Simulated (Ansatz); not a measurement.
## Ag in W(100), 2x2: scattering by a point defect

Wanted: the reflection from a plane of defects, Ag in W(100), 2x2, and the resistivity it implies.

Calculated with Ansatz 0.2.0; Ansatz plane-wave DFT, PBE, PAW files; ballistic transport by layer matching (Landauer), zero bias; PAW set soft_1, in the first sound run; inputs show where later runs differ.

### 1. Starting point

The cell holds 72 atoms: 71 W and 1 Ag. Its edges and angles: a = 6.330 Å, b = 6.330 Å, c = 28.483 Å, α = 90.0°, β = 90.0°, γ = 90.0°. It derives from W. Regions: lead, 40 atoms (40 W); scattering region, 32 atoms (31 W and 1 Ag). The structure is stacked along c, and the current runs across the ab planes.

### 2. Transmission at ideal sites

The defect sits in one plane of the supercell, all atoms on ideal sites; the layers about the cell's end are the lead. The mesh across the current, 8×8, is finer than the density's, because channels open and close sharply across the zone. Energies from -0.1 to 0.1 eV in steps of 0.05 eV are too few for the program's thermal sum, so it prints no conductance; for a metal the transmission near the Fermi level serves, at a fraction of the cost.

Input file input.yaml:

```yaml
crystal:
  lattice:
    - [6.3296, 0.0, 0.0]
    - [0.0, 6.3296, 0.0]
    - [0.0, 0.0, 28.4832]
  atoms:
    - { symbol: W, position: [0.0, 0.0, 0.0277777778] }
    - { symbol: W, position: [0.0, 0.5, 0.0277777778] }
    - { symbol: W, position: [0.5, 0.0, 0.0277777778] }
    - { symbol: W, position: [0.5, 0.5, 0.0277777778] }
    - { symbol: W, position: [0.25, 0.25, 0.0833333333] }
    - { symbol: W, position: [0.25, 0.75, 0.0833333333] }
    - { symbol: W, position: [0.75, 0.25, 0.0833333333] }
    - { symbol: W, position: [0.75, 0.75, 0.0833333333] }
    - { symbol: W, position: [0.0, 0.0, 0.1388888889] }
    - { symbol: W, position: [0.0, 0.5, 0.1388888889] }
    - { symbol: W, position: [0.5, 0.0, 0.1388888889] }
    - { symbol: W, position: [0.5, 0.5, 0.1388888889] }
    - { symbol: W, position: [0.25, 0.25, 0.1944444444] }
    - { symbol: W, position: [0.25, 0.75, 0.1944444444] }
    - { symbol: W, position: [0.75, 0.25, 0.1944444444] }
    - { symbol: W, position: [0.75, 0.75, 0.1944444444] }
    - { symbol: W, position: [0.0, 0.0, 0.25] }
    - { symbol: W, position: [0.0, 0.5, 0.25] }
    - { symbol: W, position: [0.5, 0.0, 0.25] }
    - { symbol: W, position: [0.5, 0.5, 0.25] }
    - { symbol: W, position: [0.25, 0.25, 0.3055555556] }
    - { symbol: W, position: [0.25, 0.75, 0.3055555556] }
    - { symbol: W, position: [0.75, 0.25, 0.3055555556] }
    - { symbol: W, position: [0.75, 0.75, 0.3055555556] }
    - { symbol: W, position: [0.0, 0.0, 0.3611111111] }
    - { symbol: W, position: [0.0, 0.5, 0.3611111111] }
    - { symbol: W, position: [0.5, 0.0, 0.3611111111] }
    - { symbol: W, position: [0.5, 0.5, 0.3611111111] }
    - { symbol: W, position: [0.25, 0.25, 0.4166666667] }
    - { symbol: W, position: [0.25, 0.75, 0.4166666667] }
    - { symbol: W, position: [0.75, 0.25, 0.4166666667] }
    - { symbol: W, position: [0.75, 0.75, 0.4166666667] }
    - { symbol: W, position: [0.0, 0.0, 0.4722222222] }
    - { symbol: W, position: [0.0, 0.5, 0.4722222222] }
    - { symbol: W, position: [0.5, 0.0, 0.4722222222] }
    - { symbol: W, position: [0.5, 0.5, 0.4722222222] }
    - { symbol: Ag, position: [0.25, 0.25, 0.5277777778] }
    - { symbol: W, position: [0.25, 0.75, 0.5277777778] }
    - { symbol: W, position: [0.75, 0.25, 0.5277777778] }
    - { symbol: W, position: [0.75, 0.75, 0.5277777778] }
    - { symbol: W, position: [0.0, 0.0, 0.5833333333] }
    - { symbol: W, position: [0.0, 0.5, 0.5833333333] }
    - { symbol: W, position: [0.5, 0.0, 0.5833333333] }
    - { symbol: W, position: [0.5, 0.5, 0.5833333333] }
    - { symbol: W, position: [0.25, 0.25, 0.6388888889] }
    - { symbol: W, position: [0.25, 0.75, 0.6388888889] }
    - { symbol: W, position: [0.75, 0.25, 0.6388888889] }
    - { symbol: W, position: [0.75, 0.75, 0.6388888889] }
    - { symbol: W, position: [0.0, 0.0, 0.6944444444] }
    - { symbol: W, position: [0.0, 0.5, 0.6944444444] }
    - { symbol: W, position: [0.5, 0.0, 0.6944444444] }
    - { symbol: W, position: [0.5, 0.5, 0.6944444444] }
    - { symbol: W, position: [0.25, 0.25, 0.75] }
    - { symbol: W, position: [0.25, 0.75, 0.75] }
    - { symbol: W, position: [0.75, 0.25, 0.75] }
    - { symbol: W, position: [0.75, 0.75, 0.75] }
    - { symbol: W, position: [0.0, 0.0, 0.8055555556] }
    - { symbol: W, position: [0.0, 0.5, 0.8055555556] }
    - { symbol: W, position: [0.5, 0.0, 0.8055555556] }
    - { symbol: W, position: [0.5, 0.5, 0.8055555556] }
    - { symbol: W, position: [0.25, 0.25, 0.8611111111] }
    - { symbol: W, position: [0.25, 0.75, 0.8611111111] }
    - { symbol: W, position: [0.75, 0.25, 0.8611111111] }
    - { symbol: W, position: [0.75, 0.75, 0.8611111111] }
    - { symbol: W, position: [0.0, 0.0, 0.9166666667] }
    - { symbol: W, position: [0.0, 0.5, 0.9166666667] }
    - { symbol: W, position: [0.5, 0.0, 0.9166666667] }
    - { symbol: W, position: [0.5, 0.5, 0.9166666667] }
    - { symbol: W, position: [0.25, 0.25, 0.9722222222] }
    - { symbol: W, position: [0.25, 0.75, 0.9722222222] }
    - { symbol: W, position: [0.75, 0.25, 0.9722222222] }
    - { symbol: W, position: [0.75, 0.75, 0.9722222222] }
kpoints:
  mp_grid: { grid: [4, 4, 1] }
hamiltonian:
  xc: pbe
  pseudopotentials: { kind: paw, azcp: { folder: soft_1 } }
scf:
  occupations: { method: fermi_dirac, width: 0.1 }
output:
  transmission: { leads: [[0, 4]], kmesh: [8, 8], e_range: [-0.1, 0.1], de: 0.05 }
  write_potential: true
  write_density: true
  volumetric_format: npy
  elf: true
```

On the command line:

```console
$ ansatz run input.yaml --threads 4 --pin off --max-ram 15360MiB --backend cpu --events-out ev --progress --plain --runs-dir out
```

Numbers of over 12 decimals in the logs are rounded to 6 here.

What it wrote:

```text
Engine: ansatz 0.2.0, x86_64-unknown-linux-gnu
Pseudopotentials: kind: paw
Pseudopotential: W, paw, valence charge 14, recommended cutoff 420 eV (normal), soft_1/W.paw.azcp
Pseudopotential: Ag, paw, valence charge 19, recommended cutoff 420 eV (normal), soft_1/Ag.paw.azcp
Functional definition: PBE
  parameter kappa = 0.804
  parameter beta = 0.066725
  exchange = pbe_x(kappa = kappa, mu = beta*pi^2/3)
  correlation = pbe_c(beta = beta)
Crystal: 72 atoms, lattice volume = 1141.146 Å³
Basis set: ecut = 420 eV, 22299 PW (Γ)
Bands: 608, of which v1, the nominal top of the filled ones, is band 507 counted from 1 (506 counted from 0)
Symmetry: 16 space group operations
Space group: P4/mmm (ITA 123), of the structure as read, at distance tolerance 1.0e-4 Å
k-points: 6 of 16
Non-local potential: W, projectors of the file, l = 0: 3, l = 1: 2, l = 2: 2, l = 3: 1
Non-local potential: Ag, projectors of the file, l = 0: 3, l = 1: 2, l = 2: 2, l = 3: 1
PAW form: soft (Blöchl's): semilocal exchange-correlation on the pseudo side does not see the compensation charge
PAW one-centre angular grid: W, 590 points (default); XC on 64 Gauss nodes
PAW one-centre angular grid: Ag, 590 points (default); XC on 64 Gauss nodes
Initial density: superposition of atomic densities (chi_scale 0.1, normalization cell, long waves 54 % of neutral atoms (reshape's long-wave potential 1.54 eV rms, cloud 3.07 Å wide))
Initial wavefunctions: pseudopotential atomic-orbital guess
Functional: x = pbe(κ = 0.804, μ = 0.219515), c = pbe(β = 0.066725)
SCF iter   1: F=—  HF=-745011.480882 eV  |F-HF|=—  |Δ(HF+E_count)|=         —  Δρ=6.69e-2  dr2=9.88e2  ethr=3.10e-3  ⟨swp⟩=5.3  Hψ=11492  notcnv=0
preconditioner: auto → Kerker (q_TF=auto, 2.675 Å⁻¹)  [metal: Δε(μ)=0.019 eV  Ē_g=5.409 eV  σ=0.100 eV  W_gap=0.05  n_scr=372 (ndim 8)  ℏωp=23.0 eV  f_vac=0.000  D(μ)=35.22/eV (n_scr^D=264)]
SCF iter   2: F=—  HF=-744997.862616 eV  |F-HF|=—  |Δ(HF+E_count)|=    1.36e1  Δρ=4.16e-2  dr2=5.11e2  ethr=3.10e-3  ⟨swp⟩=2.0  Hψ=4685  notcnv=0  defer=20
SCF iter   3: F=—  HF=-744988.706174 eV  |F-HF|=—  |Δ(HF+E_count)|=    9.16e0  Δρ=7.98e-3  dr2=1.04e1  ethr=3.10e-3  ⟨swp⟩=2.8  Hψ=8578  notcnv=0  defer=17
SCF iter   4: F=—  HF=-744988.367516 eV  |F-HF|=—  |Δ(HF+E_count)|=   3.39e-1  Δρ=1.83e-3  dr2=1.93e0  ethr=1.02e-3  ⟨swp⟩=2.2  Hψ=4640  notcnv=0  defer=5
SCF iter   5: F=—  HF=-744988.347408 eV  |F-HF|=—  |Δ(HF+E_count)|=   2.01e-2  Δρ=8.65e-4  dr2=1.87e-2  ethr=1.91e-4  ⟨swp⟩=1.5  Hψ=3654  notcnv=0  defer=5
SCF iter   6: F=—  HF=-744988.346930 eV  |F-HF|=—  |Δ(HF+E_count)|=   4.78e-4  Δρ=3.09e-4  dr2=2.97e-3  ethr=1.84e-6  ⟨swp⟩=2.0  Hψ=6666  notcnv=0  defer=5
SCF iter   7: F=—  HF=-744988.346759 eV  |F-HF|=—  |Δ(HF+E_count)|=   1.71e-4  Δρ=5.07e-5  dr2=3.77e-4  ethr=2.93e-7  ⟨swp⟩=2.0  Hψ=6662  notcnv=0  defer=5
SCF iter   8: F=—  HF=-744988.346721 eV  |F-HF|=—  |Δ(HF+E_count)|=   3.76e-5  Δρ=1.30e-5  dr2=3.73e-5  ethr=3.72e-8  ⟨swp⟩=1.0  Hψ=3643  notcnv=0  defer=5
SCF iter   9: F=—  HF=-744988.347199 eV  |F-HF|=—  |Δ(HF+E_count)|=   4.78e-4  Δρ=3.19e-6  dr2=3.39e-6  ethr=3.69e-9  ⟨swp⟩=1.2  Hψ=3652  notcnv=0  defer=5
SCF iter  10: F=-744988.347199 eV  HF=-744988.347199 eV  |F-HF|=4.91e-8  |Δ(HF+E_count)|=   1.25e-7  Δρ=6.98e-7  dr2=5.15e-8  ethr=9.87e-12  ⟨swp⟩=7.0  Hψ=9970  notcnv=0
SCF 1 converged in 10 iterations: F = -744988.347199 eV  dr2 = 5.15e-8
  greatest PAW one-centre occupation: 1.002 electrons in one spin orbital (limit 2), on the Ag atom at site 36 (counted from 0), in its partial waves of l = 0
transmission: 60 of 540 steps passed
transmission: 108 of 540 steps passed
[...]
transmission: 540 of 540 steps passed
SCF converged after 10 iterations
Free energy (F): -744988.347199 eV
Harris-Foulkes:  -744988.347199 eV  (|F-HF|=4.91e-8)
Internal energy: -744987.083688 eV  (E = F + TS)
E sigma→0 (E₀):  -744987.715444 eV
Entropy (-TS):   -1.263511 eV (-17.549 meV/atom)
Fermi energy:    22.362444 eV
--- Per-component energies (eV) ---
  E_band       = -6167.508570
  E_kinetic    = 30416.889855
  E_local      = -40866.041283  (includes V_loc(G=0)·N_el)
  E_nonlocal   = -1777.068046
  E_hartree    = 17364.593927
  E_xc         = -19172.704493
  E_vxc        = -16635.766068  (∫ρ·V_xc dr)
  E_paw        = -612981.494998  (= ΣΔE_a)
  E_vpaw       = -12034.727060  (= ΣTr[D̂ρ^β])
  E_aug_tail   = 0.010827  (compensation charges beyond the density's cutoff)
  E_ewald      = -117971.269478
  E_smearing   = -1.263511  (= −TS)
  E_closure    = 0.000000  (closes the sum)
  Σ components = -744988.347199   (vs F -744988.347199, Δ=0.00e0)
--- Band table (eV; the first three rows and the last of 6) ---
  k-point 0: bands = [... 503 lower, 22.3135, 22.3174, 22.3174, 22.3476, 22.3718, 22.3760, 22.3797, 22.5496, ... 97 higher]
  k-point 1: bands = [... 503 lower, 22.2634, 22.2738, 22.3168, 22.3276, 22.3578, 22.3782, 22.4019, 22.4172, ... 97 higher]
  k-point 2: bands = [... 503 lower, 22.3500, 22.3636, 22.4702, 22.4740, 22.5013, 22.5291, 22.5496, 22.5699, ... 97 higher]
  k-point 5: bands = [... 503 lower, 21.6452, 21.6929, 21.7050, 22.2589, 22.5130, 22.5130, 22.5796, 22.7759, ... 97 higher]
--- Transmission ---
  basis      : 349 plane waves across, 36 finite elements along
  points     : 15, standing for a mesh of 8 x 8
  energies   : 5 from -0.100000 to 0.100000 eV about the Fermi level, 0.050000 eV apart; the leads are filled to 0.000000 eV, and channels, transmission and decay are at 0.000000 eV
  crystal 0  : W4, at the sites [0, 4], period 1.5824 Å, over 26.90 Å; its Hamiltonian steps by up to 1.8 meV
    offset         : up to 0.0000 Å between an atom of the period and one for which it stands
    channels       : 5.281250e0 a spin
    conductance    : none, the energies end too early or step too widely for 300 K: set another output.transmission.e_range or a lower de, or, where they end at an eighth of basis.ecutwfc, a higher one
    slowest decay  : 0.0381 /Å at (0.5000, 0.5000)
  junction   : crystal 0 to crystal 0, 0.88 to 27.79 Å
    transmission   : 3.133647e0 a spin
    conductance    : none, the energies end too early or step too widely for 300 K: set another output.transmission.e_range or a lower de, or, where they end at an eighth of basis.ecutwfc, a higher one
```

Elapsed: 3.9 min, on 4 threads of Intel Xeon Platinum 8559C (Emerald Rapids), shared host; peak memory 11 GiB; 15 min of CPU time.

This run has no spin polarisation although its electron count is odd.

This step gave:

| Item | Value |
| --- | --- |
| free energy | -744988.3472 eV |
| energy at zero smearing | -744987.7154 eV |
| Fermi energy | 22.36 eV |
| cell area | 40.06 Å² |
| transmission per spin nearest the Fermi level | 3.134 |
| open channels per spin nearest the Fermi level | 5.281 |
| step of the lead's potential | 1.8 meV |

Per spin. The transmission, zone mean by energy, zero at the Fermi level:

| energy (eV) | transmission, zone mean |
| --- | --- |
| -0.1000 | 3.03 |
| -0.0500 | 3.05 |
| 0.0000 | 3.13 |
| 0.0500 | 3.25 |
| 0.1000 | 3.20 |

Per spin. The open channels, zone mean, lead by energy, zero at the Fermi level:

```
energy (eV)  open channels, zone mean, lead
    -0.1000                            4.78
    -0.0500                            4.66
     0.0000                            5.28
     0.0500                            5.66
     0.1000                            5.53
```

Transmission over k1 and k2. At 0.0000 eV from the Fermi level.

Values, 8 rows by 8 columns:
```
 0.2  0.9  1.2  2.1  3.2  2.1  1.2  0.9
 1.0  1.2  1.0  3.3  4.8  3.3  1.0  1.2
 1.7  2.1  3.3  8.9 11.2  8.9  3.3  2.1
 2.3  3.2  4.8 11.2 11.6 11.2  4.8  3.2
 1.7  2.1  3.3  8.9 11.2  8.9  3.3  2.1
 1.0  1.2  1.0  3.3  4.8  3.3  1.0  1.2
 0.2  0.9  1.2  2.1  3.2  2.1  1.2  0.9
 0.0  0.2  1.0  1.7  2.3  1.7  1.0  0.2
```
Columns: k1 (b1) from -0.5 to 0.375; rows upwards: k2 (b2) from -0.5 to 0.375.

Open channels over k1 and k2. At 0.0000 eV from the Fermi level.

Ten even steps from '0' (0.0) to '9' (14.0):
```
10223220
12155512
22599952
23599953
22599952
12155512
10223220
01122211
```
Columns: k1 (b1) from -0.5 to 0.375; rows upwards: k2 (b2) from -0.5 to 0.375.

Valence density in the ca plane at fractional y = 0.250, with atoms of W and Ag within 0.2 Å of it. It is the smooth field of the valence electrons, not physical close to the nuclei.

Ten steps, logarithmic in the rise over the least value, from '0' (0 e/Å³) to '9' (20 e/Å³), each cell a mean:
```
00000000000000000000000000000000000000000000
10000133210001233210001232100001232100001332
31001466530002466420003566410013565310014665
51002577641003677630014677520015777510025776
51002577641003677630014677520015777510025776
31001466530002466420002566410013565310014665
10000123210001233210001232100001232100001232
00000000000000000000000000000000000000000000
00000000000000000000000000000000000000000000
00000111100000111100000111000000111000001111
21001345420001355310002455300002454200013454
41002567631003577520004798620014676410025676
51002577641003677630015899620015777510026776
41002567631002577520004788520014676410025676
21001345420001344310001455300002454200013454
00000111100000111100000111000000111000001111
00000000000000000000000000000000000000000000
```
Columns run along c (16.0 Å, from fractional 0.22 to 0.78 of the cell), rows up along a (6.3 Å). Atoms in or near the plane, at fractional coordinates: W at (0.31, 0.25), W at (0.31, 0.75), W at (0.42, 0.25), W at (0.42, 0.75), Ag at (0.53, 0.25), W at (0.53, 0.75), W at (0.64, 0.25), W at (0.64, 0.75), W at (0.75, 0.25), W at (0.75, 0.75).

ELF in the ca plane at fractional y = 0.250, with atoms of W and Ag within 0.2 Å of it. It is the smooth field of the valence electrons, not physical close to the nuclei.

Values, 9 rows by 16 columns, each cell a mean:
```
0.42 0.43 0.26 0.39 0.45 0.28 0.36 0.48 0.29 0.30 0.48 0.35 0.28 0.45 0.39 0.26
0.34 0.33 0.54 0.38 0.33 0.52 0.43 0.35 0.47 0.47 0.35 0.43 0.51 0.33 0.38 0.54
0.34 0.32 0.51 0.39 0.30 0.49 0.43 0.31 0.47 0.47 0.31 0.44 0.49 0.30 0.39 0.51
0.39 0.41 0.30 0.36 0.44 0.30 0.34 0.48 0.30 0.31 0.48 0.34 0.30 0.45 0.36 0.30
0.46 0.46 0.34 0.45 0.45 0.36 0.44 0.42 0.33 0.33 0.42 0.44 0.36 0.45 0.45 0.34
0.37 0.38 0.41 0.35 0.41 0.39 0.36 0.37 0.31 0.31 0.37 0.36 0.39 0.42 0.35 0.41
0.33 0.31 0.45 0.39 0.28 0.45 0.43 0.24 0.53 0.53 0.24 0.43 0.45 0.28 0.39 0.45
0.35 0.36 0.51 0.36 0.38 0.47 0.39 0.34 0.36 0.36 0.34 0.39 0.47 0.38 0.36 0.50
0.45 0.45 0.30 0.43 0.45 0.32 0.42 0.41 0.30 0.30 0.41 0.41 0.32 0.45 0.43 0.30
```
Columns run along c (16.0 Å, from fractional 0.22 to 0.78 of the cell), rows up along a (6.3 Å). Atoms in or near the plane, at fractional coordinates: W at (0.31, 0.25), W at (0.31, 0.75), W at (0.42, 0.25), W at (0.42, 0.75), Ag at (0.53, 0.25), W at (0.53, 0.75), W at (0.64, 0.25), W at (0.64, 0.75), W at (0.75, 0.25), W at (0.75, 0.75).

Electrostatic potential energy in the ca plane at fractional y = 0.250, with atoms of W and Ag within 0.2 Å of it. With pseudopotentials it is smooth inside the atoms' cores, unlike the true potential.

Values in eV, 9 rows by 16 columns, each cell a mean:
```
 21  22  13  20  22  14  18  23  16  16  23  18  14  22  20  13
 10  13 -20   3  18 -17  -5  21 -12 -11  21  -5 -16  19   2 -19
  7  11 -22   0  17 -20  -8  20 -15 -15  20  -8 -19  17  -1 -22
 20  21   5  17  22   8  14  23  10  11  23  14   8  22  17   6
 23  23  21  23  23  21  22  23  23  23  23  22  21  23  23  21
 17  19  -5  12  21  -3   7  23   8   8  23   7  -2  21  12  -5
  5  10 -23  -3  16 -21 -10  21   2   2  21 -11 -21  16  -3 -23
 14  16 -13   8  20 -10   2  22   4   4  22   1 -10  20   8 -13
 22  22  19  22  23  19  21  23  22  22  23  21  20  23  22  19
```
Columns run along c (16.0 Å, from fractional 0.22 to 0.78 of the cell; values clipped at the 3rd and 97th percentile), rows up along a (6.3 Å). Atoms in or near the plane, at fractional coordinates: W at (0.31, 0.25), W at (0.31, 0.75), W at (0.42, 0.25), W at (0.42, 0.75), Ag at (0.53, 0.25), W at (0.53, 0.75), W at (0.64, 0.25), W at (0.64, 0.75), W at (0.75, 0.25), W at (0.75, 0.75).

Over the solved energies the transmission per spin lies between 3.03 and 3.25, out of 5.18 channels of the lead on average (up to 5.66).

### 3. Resistance at ideal sites

This step: Ansatz plane-wave DFT, PBE, PAW files; ballistic transport by layer matching (Landauer), zero bias; area resistance of the defect plane and resistivity an atomic per cent; PAW set soft_1 (Ansatz 0.2.0).

Numbers from this step:

| Property | Result |
| --- | --- |
| area resistance | 0.6496 fΩ m² |
| T over the leads' mean channel count | 0.6050 |
| resistivity per at.% scaled from this dense plane, with the factor 3/4 for isotropic scattering | 12.32 µΩ cm |

Averaged over the energies near the Fermi level, 60.5 % of the channels pass, which makes 0.650 fΩ m².

By hand, with T and the leads' channels N averaged over the energies near the Fermi level: RA = A (h/2e²)(1/T − 1/N) = 40.06×10⁻²⁰ m² × 12 906 Ω × (1/3.145 − 1/5.198) = 0.650 fΩ m². Per atomic per cent: RA × A / V_atom × 0.01 × 3/4 = 12.3 µΩ cm, with the host's V_atom = 15.85 Å³.

(Part 1 of 3 ends here.)

[Logs are printed without paths, hosts, clocks, repeated set-up lines and the standing remarks that a program may print on its own settings, such as how far it seeks lower states.]

[Hosts, paths, dates, database ids (printed as entryN), source tags and the programs' standing remarks are cut or masked in the printed files.]
